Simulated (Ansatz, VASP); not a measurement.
## Sb in VASP and in Ansatz

```
CELL_PARAMETERS angstrom
-1.85363 1.85363 1.85363
1.85363 -1.85363 1.85363
1.85363 1.85363 -1.85363
ATOMIC_POSITIONS crystal
Sb 0.00000 0.00000 0.00000
```

Alike in both runs: task single point; functional revPBE; k mesh 13 × 13 × 13; occupations fermi-dirac, width 0.1 eV; no spin polarisation.

|  | VASP | Ansatz |
| --- | --- | --- |
| version | VASP 6.6.1 | Ansatz 0.2.0 |
| potentials or method | VASP PAW PBE potentials, release 64 (Sb) | plane waves (420 eV) with PAW, scalar-relativistic |
| plane-wave cutoff (eV) | 520 | 420 |
| valence electrons in the cell | 5 | 15 |

Ansatz gave:

| Quantity | Value |
| --- | --- |
| pressure (GPa) | 5.5 |

Task: Estimate VASP's values.

Result: Pressure (GPa): 5.3.

The two sets of potentials don't hold the same shells in valence.

Caveats: the PAW data sets were made with another functional, which shifts forces and pressure a little (VASP). Spin-orbit coupling is left out, which matters for the levels of Sb.
